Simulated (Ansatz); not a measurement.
TePt: relaxation of cell and atoms with PBEsol

TePt:

```
Pt Te
1.0
     4.26288    0.00000    0.00000
    -2.13144    3.69176    0.00000
     0.00000    0.00000    5.66177
Pt Te
2 2
Direct
  0.00000 0.00000 0.00000
  0.00000 0.00000 0.50000
  0.33333 0.66667 0.25000
  0.66667 0.33333 0.75000
```

Measurements of this composition are mostly on another form, of space group No. 166.

```yaml
Program: Ansatz 0.2.0
Task: relaxation of cell and atoms
Functional: PBEsol
Potentials_or_basis: all-electron LAPW, scalar-relativistic
Basis_error_allowed: 0.002 eV/atom
k_mesh: 7 × 7 × 5
Occupations: fermi-dirac, width 0.05 eV
Spin: no spin polarisation
Target_pressure: 20 GPa
```

```
Relaxed volume                                         : 19.17 Å³/atom
Relaxed cell                                           : a = 4.062 Å, b = 4.062 Å, c = 5.368 Å, α = 90.00°, β = 90.00°, γ = 120.00°
Space group after relaxing (to 0.05 Å)                 : P6_3/mmc (No. 194)
Energy change on relaxing (the enthalpy is what falls) : +110.6 meV/atom
Ionic steps                                            : 5
Pressure after relaxing                                : 20.0 GPa
```

Step by step:
```
step  energy change (eV)  largest force (eV/Å)  volume (Å³)
   1              0.0000                0.0000        89.10
   2              0.3789                0.0000        77.22
   3              0.4621                0.0000        76.53
   4              0.4424                0.0000        76.69
   5              0.4424                0.0000        76.69
```

Final structure:
```
Pt Te
1.0
     4.06153    0.00000    0.00000
    -2.03077    3.51739    0.00000
     0.00000    0.00000    5.36793
Pt Te
2 2
Direct
  0.00000 0.00000 0.00000
  0.00000 0.00000 0.50000
  0.33333 0.66667 0.25000
  0.66667 0.33333 0.75000
```

It took 75 s on 2 threads of Arm Neoverse V1, with other jobs on the host, peak memory 0.56 GiB.

Spin-orbit coupling is left out, which matters for the levels of Pt, Te.
